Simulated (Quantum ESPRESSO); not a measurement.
Runs of Quantum ESPRESSO 7.5 on AlPt. It takes space group Pm-3m (No. 221, cubic). The conventional cell has a = 3.092 Å, b = 3.092 Å, c = 3.092 Å, α = 90.00°, β = 90.00°, γ = 90.00°. Pt (site symmetry m-3m) has 8 Al at 2.68 Å as nearest neighbours. Al (site symmetry m-3m) is surrounded by 8 Pt at 2.68 Å. Measurements of this composition are mostly on another form, of space group No. 198.

```tsv
task	level	potentials or basis	cell	k mesh	cutoff (eV)	symmetry	SCF threshold	gap on the mesh (eV)	pressure (GPa)	V0 of scaled cells (Å³/atom)	B0 (GPa)
equation of state	r2SCAN	SG15 PBE 1.2	as given	7 × 7 × 7	1020	off	1e-08 Ry	-	-	(a)	204
single point	PBEsol	GBRV 1.5 PBEsol	atoms moved at random, drawn with an rms of 0.05 Å	9 × 9 × 9	612	-	4e-10 Ry	none	-5.7	-	-
equation of state	PBEsol	GBRV 1.5 PBEsol	as given	9 × 9 × 9	612	-	4e-10 Ry	-	-	14.31	203
single point	PBEsol	GBRV 1.5 PBEsol	as given	9 × 9 × 9	612	-	4e-10 Ry	none	(b)	-	-
```

Alike in all rows: no spin polarisation; smearing fermi-dirac 0.05 eV.

**Question.** Estimate the missing entries.

**Answer.** (a) 14.45; (b) -6.2.

Caveats: the potentials were made for another functional, which shifts forces and pressure (some runs).

A k mesh can miss the band edges, and the runs leave out spin-orbit coupling on Pt.

A gap of «none» marks a metal or a gap under the smearing width.
